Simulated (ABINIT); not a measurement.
Wanted: the native input for an ABINIT 10.8.3 (patched build) run.

```yaml
Task: band structure
Functional: rPW86PBE
Potentials_or_basis: JTH PAW PBE v2.0 sp
Cutoff: 463 eV
k_mesh: 8 × 8 × 8
Occupations: fermi-dirac, width 0.05 eV
Spin: no spin polarisation
Fine-grid_cutoff: 925.187 eV
Exchange_and_correlation_inside_the_PAW_spheres: full angular mesh (pawxcdev 0, this build's default; the released program takes 1)
```

The system is GaAs.

```
As Ga
1.0
     0.00000    2.82685    2.82685
     2.82685    0.00000    2.82685
     2.82685    2.82685    0.00000
As Ga
1 1
Direct
  0.75000 0.75000 0.75000
  0.00000 0.00000 0.00000
```

These files were run (other wordings do the same):

run.abi

```
# Datasets: ground state, then fixed potential
ndtset 2

# Pseudopotentials
pp_dirpath "./"
pseudos "As.GGA_PBE-JTH_sp.xml, Ga.GGA_PBE-JTH.xml"

# Structure
acell 3.9977696088 3.9977696088 3.9977696088 Angstrom
rprim
     0.0000000000     0.7071067812     0.7071067812
     0.7071067812     0.0000000000     0.7071067812
     0.7071067812     0.7071067812     0.0000000000
ntypat 2
znucl 33 31
natom 2
typat 1 2
xred
     0.7500000000     0.7500000000     0.7500000000
     0.0000000000     0.0000000000     0.0000000000

# Plane-wave basis
ecut 17.0
pawecutdg 34.0

# Exchange and correlation
ixc -144130

# Bands and occupations
occopt 3
tsmear 0.00183747

# SCF cycle
nstep 100

# Output
iomode 3
prtwf 0
prteig 0
prtebands 0
enunit 1
prtden1 1
prtvha1 1
prtvclmb1 1
prtpot1 1

# Dataset 1
kptopt1 1
ngkpt1 8 8 8
nshiftk1 1
shiftk1 0.0 0.0 0.0
nband1 13
tolvrs1 1.0e-9

# Dataset 2: bands along G-X-W-K-G-L-U-W-L-K
iscf2 -2
getden2 1
nband2 17
nbdbuf2 2
tolwfr2 1.0e-12
kptopt2 -9
ndivsm2 6
prteig2 1
prtvol2 -3
kptbounds2
     0.0000000000     0.0000000000     0.0000000000
     0.5000000000     0.0000000000     0.5000000000
     0.5000000000     0.2500000000     0.7500000000
     0.3750000000     0.3750000000     0.7500000000
     0.0000000000     0.0000000000     0.0000000000
     0.5000000000     0.5000000000     0.5000000000
     0.6250000000     0.2500000000     0.6250000000
     0.5000000000     0.2500000000     0.7500000000
     0.5000000000     0.5000000000     0.5000000000
     0.3750000000     0.3750000000     0.7500000000
```

Potentials or basis: JTH PAW PBE v2.0 sp.

Command:

```sh
$ abinit run.abi > log 2>&1
```

Results of the run:

```
Pressure                                              : 6.3 GPa
Band gap on the k mesh                                : 0.36 eV, direct
Band gap along the path                               : 0.36 eV, direct
Valence electrons inside the program's atomic spheres : As 2.78; Ga 11.10
```

Caveat: the PAW data sets were made with another functional, which shifts forces and pressure a little; this set keeps more shells in the core, which shifts pressures and gaps.

Wall time 36 s on 1 thread of Arm Neoverse V2, with other jobs on the host, peak memory 0.12 GiB.
